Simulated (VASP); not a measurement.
# MgSe (Fm-3m) in VASP: notebook

The runs below take MgSe through single point, relaxation of cell and atoms, with PBE.

All numbers are computed with VASP 6.6.1; they aren't measurements. Logs are shortened: lines on timing, memory, paths and dates and some standing lists are left out, and cuts for length are marked.

### Step 1. Starting point

The structure is cubic, space group Fm-3m (No. 225). Conventional cell: a = 5.509 Å, b = 5.509 Å, c = 5.509 Å, α = 90.00°, β = 90.00°, γ = 90.00°. Around Mg (site symmetry m-3m) lie 6 Se at 2.75 Å. Around Se (site symmetry m-3m) lie 6 Mg at 2.75 Å.

### Step 2. Single point, PBE

File INCAR:

```
SYSTEM = MgSe
  ALGO = Normal
  EDIFF = 1E-7
  ENCUT = 520
  GGA = PE
  ISIF = 2
  ISMEAR = -1
  LASPH = .True.
  LCHARG = .False.
  LREAL = .False.
  LWAVE = .False.
  NBANDS = 11
  NELM = 100
  PREC = Accurate
  SIGMA = 0.02
```

File KPOINTS:

```
k-points
0
Gamma
  8 8 8
  0 0 0
```

File POSCAR:

```
MgSe
1.0
    0.0000000000      2.7544736808      2.7544736808
    2.7544736808      0.0000000000      2.7544736808
    2.7544736808      2.7544736808      0.0000000000
Mg Se
1 1
Direct
    0.0000000000      0.0000000000      0.0000000000
    0.5000000000      0.5000000000      0.5000000000
```

Potentials or basis: VASP PAW PBE potentials, release 64 (Mg, Se).

The run is started by

```bash
> cat potpaw_PBE.64/Mg/POTCAR potpaw_PBE.64/Se/POTCAR > POTCAR
> mpirun -np 1 vasp_std > vasp.out
```

OUTCAR:

```text
SYSTEM = MgSe
   EDIFF = 1E-7
   ENCUT = 520
   GGA = PE
   ISIF = 2
   ISMEAR = -1
   LASPH = .True.
   LREAL = .False.
   NELM = 100
   PREC = Accurate

 ion  position               nearest neighbor table
   1  0.000  0.000  0.000-   2 2.75   2 2.75   2 2.75   2 2.75   2 2.75   2 2.75
   2  0.500  0.500  0.500-   1 2.75   1 2.75   1 2.75   1 2.75   1 2.75   1 2.75

  LATTYP: Found a face centered cubic cell.
 ALAT       =     5.5089473616

  Lattice vectors:

 A1 = (   0.0000000000,   2.7544736808,   2.7544736808)
 A2 = (   2.7544736808,   0.0000000000,   2.7544736808)
 A3 = (   2.7544736808,   2.7544736808,   0.0000000000)

Analysis of symmetry for initial positions (statically):
=====================================================================
 Subroutine PRICEL returns:
 Original cell was already a primitive cell.

 Routine SETGRP: Setting up the symmetry group for a
 face centered cubic supercell.

 Subroutine GETGRP returns: Found 48 space group operations
 (whereof 48 operations were pure point group operations)
 out of a pool of 48 trial point group operations.

The static configuration has the point symmetry O_h .

Analysis of symmetry for dynamics (positions and initial velocities):
=====================================================================
 Subroutine PRICEL returns:
 Original cell was already a primitive cell.

 Routine SETGRP: Setting up the symmetry group for a
 face centered cubic supercell.

 Subroutine GETGRP returns: Found 48 space group operations
 (whereof 48 operations were pure point group operations)
 out of a pool of 48 trial point group operations.

The dynamic configuration has the point symmetry O_h .

 Subroutine INISYM returns: Found 48 space group operations
 (whereof 48 operations are pure point group operations),
 and found     1 'primitive' translations

----------------------------------------------------------------------------------------

                                     Primitive cell

  volume of cell :      41.7971

  direct lattice vectors                    reciprocal lattice vectors
     0.000000000  2.754473681  2.754473681    -0.181522882  0.181522882  0.181522882
     2.754473681  0.000000000  2.754473681     0.181522882 -0.181522882  0.181522882
     2.754473681  2.754473681  0.000000000     0.181522882  0.181522882 -0.181522882

  length of vectors
     3.895414037  3.895414037  3.895414037     0.314406854  0.314406854  0.314406854

  position of ions in fractional coordinates (direct lattice)
     0.000000000  0.000000000  0.000000000
     0.500000000  0.500000000  0.500000000

  ion indices of the primitive-cell ions
   primitive index   ion index
                 1           1
                 2           2

----------------------------------------------------------------------------------------

 KPOINTS: k-points

Automatic generation of k-mesh.
 Grid dimensions read from file:
 generate k-points for:    8    8    8

 Generating k-lattice:

  Cartesian coordinates                     Fractional coordinates (reciprocal lattice)
    -0.022690360  0.022690360  0.022690360     0.125000000  0.000000000  0.000000000
     0.022690360 -0.022690360  0.022690360     0.000000000  0.125000000  0.000000000
     0.022690360  0.022690360 -0.022690360     0.000000000  0.000000000  0.125000000

  Length of vectors
     0.039300857  0.039300857  0.039300857

  Shift w.r.t. Gamma in fractional coordinates (k-lattice)
     0.000000000  0.000000000  0.000000000

 Subroutine IBZKPT returns following result:
 ===========================================

 Found     29 irreducible k-points:

 Following reciprocal coordinates:
            Coordinates               Weight
  0.000000  0.000000  0.000000      1.000000
  0.125000  0.000000  0.000000      8.000000
  0.250000  0.000000  0.000000      8.000000
  0.375000  0.000000  0.000000      8.000000
  0.500000  0.000000  0.000000      4.000000
  0.125000  0.125000  0.000000      6.000000
[... 16 lines left out ...]
  0.500000  0.250000  0.125000     48.000000
 -0.375000  0.250000  0.125000     24.000000
 [... further k-points ...]
   k-points           NKPTS =     29   k-points in BZ     NKDIM =     29   number of bands    NBANDS=     11
   number of dos      NEDOS =    301   number of ions     NIONS =      2
   total plane-waves  NPLWV =  27000
   dimension x,y,z NGX =    30 NGY =   30 NGZ =   30
   dimension x,y,z NGXF=    60 NGYF=   60 NGZF=   60
   ions per type =               1   1
   NGX,Y,Z   is equivalent  to a cutoff of  12.80, 12.80, 12.80 a.u.
   NGXF,Y,Z  is equivalent  to a cutoff of  25.61, 25.61, 25.61 a.u.
 SYSTEM =  MgSe
   PREC   = accura    normal or accurate (medium, high low for compatibility)
   ISTART =      0    job   : 0-new  1-cont  2-samecut
   ICHARG =      2    charge: 1-file 2-atom 10-const
   ISPIN  =      1    spin polarized calculation?
   LNONCOLLINEAR =      F non collinear calculations
   LSORBIT =      F    spin-orbit coupling
   LASPH  =      T    aspherical Exc in radial PAW
   ENCUT  =  520.0 eV  38.22 Ry    6.18 a.u.   7.24  7.24  7.24*2*pi/ulx,y,z
   NELM   =    100;   NELMIN=  2; NELMDL= -5     # of ELM steps
   EDIFF  = 0.1E-06   stopping-criterion for ELM
   LREAL  =      F    real-space projection
   EDIFFG = 0.1E-05   stopping-criterion for IOM
   NSW    =      0    number of steps for IOM
   IBRION =     -1    ionic relax: 0-MD 1-quasi-New 2-CG
   NFREE  =      0    steps in history (QN), initial steepest desc. (CG)
   ISIF   =      2    stress and relaxation
   ISYM   =      2    0-nonsym 1-usesym 2-fastsym
   POTIM  = 0.5000    time-step for ionic-motion
   TEBEG  =    0.0;   TEEND  =   0.0 temperature during run
   PSTRESS=    0.0 pullay stress
   NELECT =       8.0000    total number of electrons
   NUPDOWN=      -1.0000    fix difference up-down
   EMIN   =  10.00;   EMAX   =-10.00  energy-range for DOS
   EFERMI =   0.00;   METHOD = LEGACY
   ISMEAR =    -1;   SIGMA  =   0.02  broadening in eV -4-tet -1-fermi 0-gaus
   EFERMI_NEDOS =   21; number of points for ismear=-14 and -15
   IALGO  =     38    algorithm
   IMIX   =      4    mixing-type and parameters
     AMIX     =   0.40;   BMIX     =  1.00
     AMIX_MAG =   1.60;   BMIX_MAG =  1.00
  volume/ion in A,a.u.               =      20.90       141.03
  Fermi-wavevector in a.u.,A,eV,Ry     =   0.943459  1.782878 12.110739  0.890114
  Thomas-Fermi vector in A             =   2.071168
   LORBIT       =      0    0 simple, 1 ext, 2 COOP (PROOUT), +10 PAW based schemes
   GGA     = PE    functional components
   LHFCALC =     F    Hartree Fock is set to
   AEXX    =    0.0000 exact exchange contribution
   IVDW    =     0    specifies the selected vdW correction
   LEPSILON=     F    determine dielectric tensor
   LRPA    =     F    only Hartree local field effects (RPA)
 non-spin polarized calculation
  energy-cutoff  :      520.00
  volume of cell :       41.80
 maximum number of plane-waves:      1158
 NGX is ok and might be reduce to    30
   NGX = 15   NGY = 15   NGZ = 15

 number of electron       7.9999999 magnetization

 Free energy of the ion-electron system (eV)
  ---------------------------------------------------
  ext. energy  EPLUGINS =         0.00000000
  ---------------------------------------------------
  free energy    TOTEN  =        -7.49038194 eV

  energy without entropy =       -7.49038194  energy(sigma->0) =       -7.49038194

 E-fermi :   3.3411     XC(G=0):  -9.3619

 val. band max:        2.9643928325   @ k =   0.0000   0.0000   0.0000
 cond. band min:       4.7126271346   @ k =   0.5000   0.5000   0.0000
 fundamental gap:      1.7482343021
 Fermi energy:         3.3410578809

 k-point     1 :       0.0000    0.0000    0.0000
  band No.  band energies     occupation
      1      -9.8075      2.00000
      2       2.9644      2.00000
      3       2.9644      2.00000
      4       2.9644      2.00000
      5       5.3524      0.00000
      6      10.3862      0.00000
      7      10.3862      0.00000
      8      10.3862      0.00000
      9      12.8765      0.00000
     10      12.8765      0.00000
     11      13.9038      0.00000

 k-point     2 :       0.1250    0.0000    0.0000
  band No.  band energies     occupation
      1      -9.6820      2.00000
      2       1.7661      2.00000
      3       2.8701      2.00000
      4       2.8701      2.00000
      5       6.3297      0.00000
      6      10.0508      0.00000
      7      10.5922      0.00000
      8      10.5922      0.00000
      9      11.8538      0.00000
     10      11.8538      0.00000
     11      13.5515      0.00000

 k-point     3 :       0.2500    0.0000    0.0000
  band No.  band energies     occupation
      1      -9.3471      2.00000
      2       0.0320      2.00000
      3       2.6653      2.00000
      4       2.6653      2.00000
      5       6.9779      0.00000
      6       9.9885      0.00000
      7       9.9885      0.00000
      8      10.5665      0.00000
      9      12.4842      0.00000
     10      12.4842      0.00000
     11      12.8186      0.00000

 k-point     4 :       0.3750    0.0000    0.0000
  band No.  band energies     occupation
      1      -8.9504      2.00000
      2      -1.3015      2.00000
      3       2.4858      2.00000
      4       2.4858      2.00000
      5       6.8520      0.00000
      6       9.2751      0.00000
      7       9.2751      0.00000
      8      11.3880      0.00000
      9      13.1448      0.00000
     10      14.3727      0.00000
     11      14.3727      0.00000

 k-point     5 :       0.5000    0.0000    0.0000
  band No.  band energies     occupation
      1      -8.7600      2.00000
      2      -1.8161      2.00000
      3       2.4174      2.00000
      4       2.4174      2.00000
      5       6.7522      0.00000
      6       9.0226      0.00000
      7       9.0226      0.00000
      8      11.3427      0.00000
      9      14.1962      0.00000
     10      16.6939      0.00000
     11      16.6939      0.00000
[... 211 lines left out ...]
 k-point    21 :       0.5000    0.5000    0.0000
  band No.  band energies     occupation
      1      -8.4604      2.00000
      2      -1.1324      2.00000
      3       1.2537      2.00000
      4       1.2537      2.00000
      5       4.7126      0.00000
      6       7.0140      0.00000
      7      14.4060      0.00000
      8      14.8552      0.00000
      9      14.8552      0.00000
     10      15.4671      0.00000
     11      18.6875      0.00000

 k-point    22 :       0.3750    0.2500    0.1250
  band No.  band energies     occupation
      1      -9.0878      2.00000
      2      -0.2131      2.00000
      3       1.4978      2.00000
      4       2.3003      2.00000
      5       7.7044      0.00000
      6       9.0144      0.00000
      7       9.1510      0.00000
      8      11.2418      0.00000
      9      12.4069      0.00000
     10      15.2761      0.00000
     11      15.6913      0.00000

 k-point    23 :       0.5000    0.2500    0.1250
  band No.  band energies     occupation
      1      -8.7563      2.00000
      2      -0.9688      2.00000
      3       0.9730      2.00000
      4       1.9782      2.00000
      5       7.6409      0.00000
      6       8.6053      0.00000
      7      10.1391      0.00000
      8      11.1314      0.00000
      9      13.6776      0.00000
     10      15.5038      0.00000
     11      16.2318      0.00000

 k-point    24 :      -0.3750    0.2500    0.1250
  band No.  band energies     occupation
      1      -8.6023      2.00000
      2      -1.3095      2.00000
      3       0.8348      2.00000
      4       1.8083      2.00000
      5       7.6278      0.00000
      6       8.3217      0.00000
      7      10.6141      0.00000
      8      11.8838      0.00000
      9      13.9098      0.00000
     10      14.4912      0.00000
     11      16.9091      0.00000

 [... further k-points ...]

------------------------ aborting loop because EDIFF is reached ----------------------------------------

  FORCE on cell =-STRESS in cart. coord.  units (eV):
  Direction    XX          YY          ZZ          XY          YZ          ZX
  --------------------------------------------------------------------------------------
  -------------------------------------------------------------------------------------
  Total       -0.0377886     -0.0377886     -0.0377886      0.0000000     -0.0000000     -0.0000000
  in kB       -1.4485224     -1.4485224     -1.4485224      0.0000000     -0.0000000     -0.0000000
  external PRESSURE =      -1.4485224 kB  Pullay stress =       0.0000000 kB

 VOLUME and BASIS-vectors are now :
 -----------------------------------------------------------------------------
  energy-cutoff  :      520.00
  volume of cell :       41.80
      direct lattice vectors                 reciprocal lattice vectors
     0.000000000  2.754473681  2.754473681    -0.181522882  0.181522882  0.181522882
     2.754473681  0.000000000  2.754473681     0.181522882 -0.181522882  0.181522882
     2.754473681  2.754473681  0.000000000     0.181522882  0.181522882 -0.181522882

 POSITION                                       TOTAL-FORCE (eV/Angst)
 -----------------------------------------------------------------------------------
      0.00000      0.00000      0.00000        -0.000000     -0.000000     -0.000000
      2.75447      2.75447      2.75447         0.000000      0.000000      0.000000
 -----------------------------------------------------------------------------------
    total drift:                               -0.000000     -0.000000      0.000000

  FREE ENERGIE OF THE ION-ELECTRON SYSTEM (eV)
  ---------------------------------------------------
  free  energy   TOTEN  =        -7.4903819414 eV

  energy  without entropy=       -7.4903819413  energy(sigma->0) =       -7.49038194
```

Run time: 7.9 s. Hardware: 1 thread of Intel Xeon 6975P-C (Granite Rapids), shared host; peak memory 0.16 GiB.

What came out:

| Property | Result |
| --- | --- |
| Free energy | -7.4904 eV |
| Pressure | -0.1 GPa |
| Band gap on the k mesh | 1.75 eV, indirect (least direct gap 2.39 eV) |

Levels at points of the mesh, in eV from the valence-band top:
```
           k point  band 1  band 2  band 3  band 4  band 5  band 6  band 7  band 8
(0.00, 0.00, 0.00)  -12.77    0.00    0.00    0.00    2.39    7.42    7.42    7.42
(0.50, 0.00, 0.00)  -11.72   -4.78   -0.55   -0.55    3.79    6.06    6.06    8.38
(0.50, 0.50, 0.00)  -11.42   -4.10   -1.71   -1.71    1.75    4.05   11.44   11.89
```

A k mesh can miss the band edges. A hybrid or GW would open this gap; PBE tends to underestimate it.

(Part 1 of 2 ends here.)
